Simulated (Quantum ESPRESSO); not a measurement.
# FeO (R-3m) in Quantum ESPRESSO: notebook

One crystal, FeO, is run at these levels: PBEsol; tasks: phonons.

Program: Quantum ESPRESSO 7.5. These are calculated values, not measurements. Logs are shortened: lines on timing, memory, paths and dates and some standing lists are left out, and cuts for length are marked.

## (1) The structure

The structure is trigonal, space group R-3m (No. 166). Conventional cell: a = 3.035 Å, b = 3.035 Å, c = 7.547 Å, α = 90.00°, β = 90.00°, γ = 120.00°. Fe (site symmetry -3m) has 6 O at 2.16 Å as nearest neighbours. O (site symmetry -3m) has 6 Fe at 2.16 Å as nearest neighbours.

## (2) Phonons, PBEsol, collinear spin, ferromagnetic start

pw.in

```
&CONTROL
  calculation = 'scf'
  prefix = 'pwscf'
  outdir = './tmp'
  pseudo_dir = './pseudo'
  tprnfor = .true.
  tstress = .true.
  disk_io = 'low'
/
&SYSTEM
  ibrav = 0
  celldm(1) = 8
  nat = 2
  ntyp = 2
  ecutwfc = 90
  nbnd = 21
  occupations = 'smearing'
  smearing = 'fd'
  degauss = 0.00367493
  nspin = 2
  starting_magnetization(1) = 0.1875
  starting_magnetization(2) = 0
/
&ELECTRONS
  conv_thr = 4d-10
  electron_maxstep = 120
  mixing_beta = 0.3
/
ATOMIC_SPECIES
Fe    55.8450 Fe.upf
O     15.9990 O.upf
CELL_PARAMETERS alat
  0.3585004415180   0.2069803276545   0.5942703427522
 -0.3585004415180   0.2069803276545   0.5942703427522
  0.0000000000000  -0.4139606529469   0.5942703427522
ATOMIC_POSITIONS crystal
Fe     0.0000000000    0.0000000000    0.0000000000
O      0.5000000000    0.5000000000    0.5000000000
K_POINTS automatic
4 4 4 1 1 1
```

scf2.in

```
&CONTROL
  calculation = 'scf'
  prefix = 'pwscf'
  outdir = './tmp'
  pseudo_dir = './pseudo'
  tprnfor = .true.
  tstress = .true.
  disk_io = 'low'
/
&SYSTEM
  ibrav = 0
  celldm(1) = 8
  nat = 2
  ntyp = 2
  ecutwfc = 90
  nbnd = 21
  occupations = 'smearing'
  smearing = 'fd'
  degauss = 0.00367493
  nspin = 2
  starting_magnetization(1) = 0.1875
  starting_magnetization(2) = 0
/
&ELECTRONS
  conv_thr = 1d-13
  electron_maxstep = 120
  mixing_beta = 0.3
  startingpot = 'file'
  startingwfc = 'file'
/
ATOMIC_SPECIES
Fe    55.8450 Fe.upf
O     15.9990 O.upf
CELL_PARAMETERS alat
  0.3585004415180   0.2069803276545   0.5942703427522
 -0.3585004415180   0.2069803276545   0.5942703427522
  0.0000000000000  -0.4139606529469   0.5942703427522
ATOMIC_POSITIONS crystal
Fe     0.0000000000    0.0000000000    0.0000000000
O      0.5000000000    0.5000000000    0.5000000000
K_POINTS automatic
4 4 4 1 1 1
```

ph.in

```
phonons of FeO
&INPUTPH
  prefix = 'pwscf'
  outdir = './tmp'
  tr2_ph = 1d-18
  fildyn = 'dyn'
  niter_ph = 90
  alpha_mix(1) = 0.4
/
0.0000000000 0.0000000000 0.0000000000
```

dynmat.in

```
&INPUT
  fildyn = 'dyn'
  asr = 'crystal'
  filout = 'dynmat.disp'
  fileig = 'dynmat.eig'
/
```

Potentials or basis: PseudoDojo 0.4.1 SR PBEsol standard.

Launch:

```console
$ OMP_NUM_THREADS=1 pw.x -in pw.in > pw.out
$ OMP_NUM_THREADS=1 pw.x -in scf2.in > scf2.out
$ OMP_NUM_THREADS=1 ph.x -in ph.in > ph.out
$ OMP_NUM_THREADS=1 dynmat.x -in dynmat.in > dynmat.out
```

pw.out:

```text
This program is part of the open-source Quantum ESPRESSO suite
     for quantum simulation of materials; please cite
[... 9 lines left out ...]
     --------------------
     sticks:   dense  smooth     PW     G-vecs:    dense   smooth      PW
     Sum         831     831    253                15653    15653    2667

     Using Slab Decomposition

     bravais-lattice index     =            0
     lattice parameter (alat)  =       8.0000  a.u.
     unit-cell volume          =     135.4640 (a.u.)^3
     number of atoms/cell      =            2
     number of atomic types    =            2
     number of electrons       =        22.00
     number of Kohn-Sham states=           21
     kinetic-energy cutoff     =      90.0000  Ry
     charge density cutoff     =     360.0000  Ry
     scf convergence threshold =      4.0E-10
     mixing beta               =       0.3000
     number of iterations used =            8  plain     mixing
     Exchange-correlation= PBESOL
                           (   1   4  10   8   0   0   0)

     celldm(1)=   8.000000  celldm(2)=   0.000000  celldm(3)=   0.000000
     celldm(4)=   0.000000  celldm(5)=   0.000000  celldm(6)=   0.000000

     crystal axes: (cart. coord. in units of alat)
               a(1) = (   0.358500   0.206980   0.594270 )
               a(2) = (  -0.358500   0.206980   0.594270 )
               a(3) = (   0.000000  -0.413961   0.594270 )

     reciprocal axes: (cart. coord. in units 2 pi/alat)
               b(1) = (  1.394698  0.805230  0.560912 )
               b(2) = ( -1.394698  0.805230  0.560912 )
               b(3) = (  0.000000 -1.610459  0.560912 )

     PseudoPot. # 1 for Fe read from file:
     Fe.upf
     Pseudo is Norm-conserving + core correction, Zval = 16.0
     Generated using ONCVPSP code by D. R. Hamann
     Using radial grid of 1426 points,  6 beta functions with:
                l(1) =   0
                l(2) =   0
                l(3) =   1
                l(4) =   1
                l(5) =   2
                l(6) =   2

     PseudoPot. # 2 for O  read from file:
     O.upf
     Pseudo is Norm-conserving + core correction, Zval =  6.0
     Generated using ONCVPSP code by D. R. Hamann
     Using radial grid of  936 points,  5 beta functions with:
                l(1) =   0
                l(2) =   0
                l(3) =   1
                l(4) =   1
                l(5) =   2

     atomic species   valence    mass     pseudopotential
     Fe               16.00    55.84500     Fe( 1.00)
     O                 6.00    15.99900     O ( 1.00)

     Starting magnetic structure
     atomic species   magnetization
     Fe              0.188
     O               0.000

     12 Sym. Ops., with inversion, found

   Cartesian axes

     site n.     atom                  positions (alat units)
         1        Fe     tau(   1) = (   0.0000000   0.0000000   0.0000000  )
         2        O      tau(   2) = (   0.0000000   0.0000000   0.8914055  )

     number of k points=    10  Fermi-Dirac smearing, width (Ry)=  0.0037
                       cart. coord. in units 2pi/alat
        k(    1) = (   0.0000000   0.0000000   0.2103420), wk =   0.0312500
        k(    2) = (   0.0000000  -0.4026148   0.3505700), wk =   0.0937500
        k(    3) = (  -0.0000000   0.8052295  -0.0701140), wk =   0.0937500
        k(    4) = (  -0.0000000   0.4026148   0.0701140), wk =   0.0937500
        k(    5) = (  -0.3486746  -0.2013074   0.4907980), wk =   0.0937500
        k(    6) = (  -0.3486746   1.0065369   0.0701140), wk =   0.1875000
        k(    7) = (  -0.3486746   0.6039221   0.2103420), wk =   0.1875000
        k(    8) = (   0.6973492   0.4026148  -0.3505700), wk =   0.0937500
        k(    9) = (   0.0000000   0.0000000   0.6310259), wk =   0.0312500
        k(   10) = (   0.0000000   1.2078443   0.2103420), wk =   0.0937500

     Dense  grid:    15653 G-vectors     FFT dimensions: (  36,  36,  36)

     Generating pointlists ...
     new r_m :   0.2102 (alat units)  1.6816 (a.u.) for type    1
     new r_m :   0.2102 (alat units)  1.6816 (a.u.) for type    2

     Initial potential from superposition of free atoms

     starting charge      21.9996, renormalised to      22.0000
     Starting wfcs are   14 randomized atomic wfcs +    7 random wfcs

     Self-consistent Calculation

     iteration #  1     ecut=    90.00 Ry     beta= 0.30
     Davidson diagonalization with overlap
     ethr =  1.00E-02,  avg # of iterations =  5.8

     total energy              =    -283.31861699 Ry
     estimated scf accuracy    <       0.26131946 Ry

     total magnetization       =     4.00 Bohr mag/cell
     absolute magnetization    =     4.00 Bohr mag/cell

     iteration #  2     ecut=    90.00 Ry     beta= 0.30
     Davidson diagonalization with overlap
     ethr =  1.19E-03,  avg # of iterations =  1.9

     total energy              =    -283.35990729 Ry
     estimated scf accuracy    <       0.03789180 Ry

     total magnetization       =     3.88 Bohr mag/cell
     absolute magnetization    =     3.88 Bohr mag/cell

     iteration #  3     ecut=    90.00 Ry     beta= 0.30
     Davidson diagonalization with overlap
     ethr =  1.72E-04,  avg # of iterations =  2.1

     total energy              =    -283.37164518 Ry
     estimated scf accuracy    <       0.01807734 Ry

     total magnetization       =     4.00 Bohr mag/cell
     absolute magnetization    =     4.00 Bohr mag/cell

     iteration #  4     ecut=    90.00 Ry     beta= 0.30
     Davidson diagonalization with overlap
     ethr =  8.22E-05,  avg # of iterations =  1.4

     total energy              =    -283.37508168 Ry
     estimated scf accuracy    <       0.00326895 Ry

     total magnetization       =     4.00 Bohr mag/cell
     absolute magnetization    =     4.00 Bohr mag/cell

     iteration #  5     ecut=    90.00 Ry     beta= 0.30
     Davidson diagonalization with overlap
     ethr =  1.49E-05,  avg # of iterations =  2.5

     total energy              =    -283.37550837 Ry
     estimated scf accuracy    <       0.00009458 Ry
[... 38 lines left out ...]
     total energy              =    -283.37555930 Ry
     estimated scf accuracy    <       0.00000010 Ry

     total magnetization       =     4.00 Bohr mag/cell
     absolute magnetization    =     4.01 Bohr mag/cell

     iteration # 10     ecut=    90.00 Ry     beta= 0.30
     Davidson diagonalization with overlap
     ethr =  4.44E-10,  avg # of iterations =  1.8

     total energy              =    -283.37555932 Ry
     estimated scf accuracy    <       0.00000001 Ry

     total magnetization       =     4.00 Bohr mag/cell
     absolute magnetization    =     4.01 Bohr mag/cell

     iteration # 11     ecut=    90.00 Ry     beta= 0.30
     Davidson diagonalization with overlap
     ethr =  5.87E-11,  avg # of iterations =  1.1

     total energy              =    -283.37555932 Ry
     estimated scf accuracy    <          6.8E-10 Ry

     total magnetization       =     4.00 Bohr mag/cell
     absolute magnetization    =     4.01 Bohr mag/cell

     iteration # 12     ecut=    90.00 Ry     beta= 0.30
     Davidson diagonalization with overlap
     ethr =  3.09E-12,  avg # of iterations =  1.9

     Magnetic moment per site  (integrated on atomic sphere of radius R)
     atom   1 (R=0.210)  charge= 13.5404  magn=  3.4574
     atom   2 (R=0.210)  charge=  5.8202  magn=  0.3230

     End of self-consistent calculation

 ------ SPIN UP ------------

          k = 0.0000 0.0000 0.2103 (  1959 PWs)   bands (ev):

   -75.0691 -41.3755 -41.3252 -41.3252  -6.0858   9.1083   9.4726   9.4726
    10.5962  10.5962  10.9127  11.8119  11.8119  15.3845  27.2883  30.8003
    30.8003  31.9962  34.0841  34.0841  36.3130

          k = 0.0000-0.4026 0.3506 (  1954 PWs)   bands (ev):

   -75.0659 -41.3872 -41.3490 -41.3286  -5.4527   6.8616   8.1042   8.3895
    10.9066  11.0423  11.5426  12.3488  13.6685  18.1338  24.2103  26.3140
    28.7334  33.2651  34.5731  36.2007  40.4183

          k =-0.0000 0.8052-0.0701 (  1949 PWs)   bands (ev):

   -75.0640 -41.3881 -41.3666 -41.3339  -5.0346   5.8852   7.6222   7.8763
    11.0781  11.3470  11.8154  13.5214  13.6381  19.1467  22.6578  25.5862
    27.2021  33.8462  35.9273  37.5166  39.3932

          k =-0.0000 0.4026 0.0701 (  1969 PWs)   bands (ev):

   -75.0671 -41.3725 -41.3468 -41.3305  -5.7299   7.5169   8.8520   9.0851
    10.4354  10.9490  11.3841  12.0190  12.6320  17.2781  25.6845  27.9595
    29.1297  30.7431  35.1503  36.9416  39.9237

          k =-0.3487-0.2013 0.4908 (  1963 PWs)   bands (ev):

   -75.0647 -41.3980 -41.3443 -41.3370  -5.3176   6.7365   8.5663   8.9547
    10.2479  11.1646  11.6694  12.0330  12.4491  19.3100  24.0828  25.1309
    28.6501  29.7743  39.1837  40.2051  40.9459

          k =-0.3487 1.0065 0.0701 (  1944 PWs)   bands (ev):

   -75.0628 -41.3954 -41.3603 -41.3471  -4.9886   7.0091   7.6481   8.0713
    10.9131  11.3362  11.6488  11.9073  12.7219  21.2491  22.6786  23.5856
    27.1280  32.1602  35.9677  41.5527  42.5231

          k =-0.3487 0.6039 0.2103 (  1955 PWs)   bands (ev):

   -75.0640 -41.3853 -41.3604 -41.3427  -5.1246   6.4596   7.8347   8.0998
    10.9034  11.2869  11.7254  12.2971  13.5102  19.8701  23.1623  24.4866
    27.6562  32.5629  36.2979  38.4034  41.2675

          k = 0.6973 0.4026-0.3506 (  1947 PWs)   bands (ev):

   -75.0628 -41.3958 -41.3643 -41.3423  -5.0708   6.9224   8.4501   8.9663
    10.1279  11.4650  11.6258  11.7129  11.8349  20.0210  22.9292  24.4614
    28.7847  29.3674  39.8717  40.3727  42.9714

          k = 0.0000 0.0000 0.6310 (  1961 PWs)   bands (ev):

   -75.0655 -41.4116 -41.3298 -41.3298  -5.2643   6.0646   7.9723   7.9723
    11.1275  11.1275  11.6111  13.7044  13.7044  18.1581  23.0016  27.5540
    27.5540  33.3618  36.0473  36.0473  38.7407

          k = 0.0000 1.2078 0.2103 (  1965 PWs)   bands (ev):

   -75.0635 -41.4084 -41.3509 -41.3351  -5.0157   6.4443   7.6100   7.9759
    11.0401  11.2563  11.6972  12.3118  13.5261  20.9835  22.1748  23.8281
    27.9816  32.9219  35.6060  38.7886  41.0936

 ------ SPIN DOWN ----------

          k = 0.0000 0.0000 0.2103 (  1959 PWs)   bands (ev):

   -71.2236 -37.3490 -37.3274 -37.3274  -5.5368   9.9688  10.7628  10.7628
    13.9068  13.9917  13.9917  15.1292  15.1292  16.1247  27.9472  31.8017
    31.8017  32.5580  35.3050  35.3050  37.5354

          k = 0.0000-0.4026 0.3506 (  1954 PWs)   bands (ev):

   -71.2199 -37.3724 -37.3478 -37.3314  -4.8873   7.7155   9.5959   9.6715
    14.3978  14.4074  14.8550  15.6172  16.8834  18.9373  25.1360  27.2708
    29.7449  34.1096  35.3457  37.2157  41.0382

          k =-0.0000 0.8052-0.0701 (  1949 PWs)   bands (ev):

   -71.2176 -37.3910 -37.3518 -37.3378  -4.4561   6.6489   9.0103   9.3733
    14.5381  15.0238  15.1440  16.7866  16.9409  19.8307  23.7356  26.4519
    28.0150  34.7527  36.8001  38.3664  39.8695

          k =-0.0000 0.4026 0.0701 (  1969 PWs)   bands (ev):

   -71.2213 -37.3541 -37.3451 -37.3338  -5.1710   8.5247  10.0765  10.3263
    13.5906  14.5616  14.5978  15.3059  15.7115  18.2970  26.5680  29.0255
    30.0647  31.7274  35.8061  38.0484  40.8672

          k =-0.3487-0.2013 0.4908 (  1963 PWs)   bands (ev):

   -71.2185 -37.3797 -37.3479 -37.3417  -4.7347   7.5801   9.6177  10.0112
    13.1714  15.0745  15.1207  15.4470  15.8883  20.3818  25.0588  26.1609
    29.5262  30.7003  40.0754  40.8260  41.7178

          k =-0.3487 1.0065 0.0701 (  1944 PWs)   bands (ev):

   -71.2162 -37.3809 -37.3653 -37.3516  -4.3846   7.7154   8.5451   9.2407
    13.9845  14.8759  15.2672  15.7270  16.3338  22.2991  23.5992  24.4811
    28.0495  33.0213  36.6155  42.4157  43.0794

          k =-0.3487 0.6039 0.2103 (  1955 PWs)   bands (ev):

   -71.2176 -37.3801 -37.3541 -37.3460  -4.5410   7.2748   9.0419   9.3692
    14.1290  14.9860  15.1020  15.7889  16.8637  20.7165  24.1751  25.4150
    28.5815  33.3932  37.1423  39.1288  41.9439

          k = 0.6973 0.4026-0.3506 (  1947 PWs)   bands (ev):

   -71.2162 -37.3861 -37.3630 -37.3482  -4.4613   7.5184   9.3296   9.8766
    12.8532  15.2531  15.2644  15.5117  15.7685  21.1721  23.6189  25.6269
    29.6801  30.3172  40.3730  41.4200  43.4111

          k = 0.0000 0.0000 0.6310 (  1961 PWs)   bands (ev):

   -71.2194 -37.3939 -37.3328 -37.3328  -4.6968   6.8276   9.5153   9.5153
    14.7556  14.7556  14.7621  16.9015  16.9015  18.7790  24.0015  28.4176
    28.4176  34.2697  36.9799  36.9799  39.2448

          k = 0.0000 1.2078 0.2103 (  1965 PWs)   bands (ev):

   -71.2171 -37.3897 -37.3588 -37.3393  -4.4237   7.2273   8.5406   9.4067
    14.4775  14.9097  15.0202  15.9090  16.9291  21.7752  23.2606  24.6883
    28.8961  33.7873  36.1977  39.6205  41.7671

     the Fermi energy is    14.4807 ev

!    total energy              =    -283.37555932 Ry
     estimated scf accuracy    <          2.3E-10 Ry
     smearing contrib. (-TS)   =      -0.00102295 Ry
     internal energy E=F+TS    =    -283.37453638 Ry

     The total energy is F=E-TS. E is the sum of the following terms:
     one-electron contribution =    -124.95556200 Ry
     hartree contribution      =      75.00910631 Ry
     xc contribution           =     -43.54778181 Ry
     ewald contribution        =    -189.88029888 Ry

     total magnetization       =     4.00 Bohr mag/cell
     absolute magnetization    =     4.01 Bohr mag/cell

     convergence has been achieved in  12 iterations

     Forces acting on atoms (cartesian axes, Ry/au):

     atom    1 type  1   force =     0.00000000    0.00000000    0.00000000
     atom    2 type  2   force =    -0.00000000   -0.00000000    0.00000000

     Total force =     0.000000     Total SCF correction =     0.000000

     Computing stress (Cartesian axis) and pressure

          total   stress  (Ry/bohr**3)                   (kbar)     P=      -95.22
  -0.00055424  -0.00000000   0.00000000          -81.53       -0.00        0.00
   0.00000000  -0.00055424   0.00000000            0.00      -81.53        0.00
   0.00000000   0.00000000  -0.00083341            0.00        0.00     -122.60

=------------------------------------------------------------------------------=
   JOB DONE.
=------------------------------------------------------------------------------=
```

Run time: 1.9 min. Hardware: 1 thread of Intel Xeon 6975P-C (Granite Rapids), shared host; peak memory 0.08 GiB.

Results:

```
Free energy                                           : -3855.5209 eV
Pressure                                              : -9.5 GPa
Band gap on the k mesh                                : none (metal or under the smearing width)
Net moment                                            : 4.00 μB per cell
Absolute moment                                       : 4.01 μB per cell
Site moments                                          : Fe +3.46; O +0.32 μB
Valence electrons inside the program's atomic spheres : Fe 13.54; O 5.82
Highest phonon frequency at Γ                         : 232 cm⁻¹
Most unstable mode                                    : 28i cm⁻¹
```

Phonon frequencies in cm⁻¹ (negative: imaginary):
```
              q point              frequencies
(0.000, 0.000, 0.000)  -28 -28 -28 175 232 232
```

Optical modes at Γ, degenerate ones joined:
```tsv
cm⁻¹	components	symmetry	active in
177	1	A2u	IR
233	2	Eu	IR
```

Caveat: the k mesh is coarse (spacing up to 0.63 Å⁻¹), so the values aren't converged; the mesh is thin for the phonons of a metal; the cell is more than 3 GPa from zero pressure, which shifts response properties; before the sum rule the acoustic modes lie tens of cm⁻¹ from zero, a sign that the density grid also shifts the optical modes; a cell with one magnetic atom can't hold antiferromagnetic order, which such compounds often take; semilocal functionals often make such compounds metallic where correlation or magnetic order opens a gap, which also shifts bond lengths.

(Continued in part 2 of 2.)
